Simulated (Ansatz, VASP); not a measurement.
Two plane-wave programs on MoS2

```
Mo S
1.0
     3.19852    0.00000    0.00000
    -1.59926    2.77000    0.00000
     0.00000    0.00000    6.25586
Mo S
1 2
Cartesian
  0.0000 0.0000 3.1279
  0.0000 1.8467 1.5972
  1.5993 0.9233 4.6586
```

Measurements of this composition are mostly on another form, of space group No. 194.

Alike in both runs: task single point; functional PBEsol; k mesh 10 × 10 × 5; no spin polarisation.

|  | VASP | Ansatz |
| --- | --- | --- |
| version | VASP 6.6.1 | Ansatz 0.2.0 |
| potentials or method | VASP PAW PBE potentials, release 64 (Mo_sv, S) | plane waves, PAW |
| plane-wave cutoff (eV) | 520 | 450 |
| occupations | methfessel-paxton of order 1, width 0.1 eV | methfessel-paxton of order 1 |
| valence electrons in the cell | 26 | 26 |

Ansatz gave:

| Item | Value |
| --- | --- |
| pressure (GPa) | 0.3 |
| largest component of the traceless stress (GPa) | 3.11 |

Q: Estimate VASP's values.

A: Pressure (GPa): 0.3; largest component of the traceless stress (GPa): 3.13.

Caveats: the PAW data sets were made with another functional, which shifts forces and pressure a little (VASP); this functional lacks dispersion, which binds the layers, so the pressure and a relaxed spacing across them are unreliable.
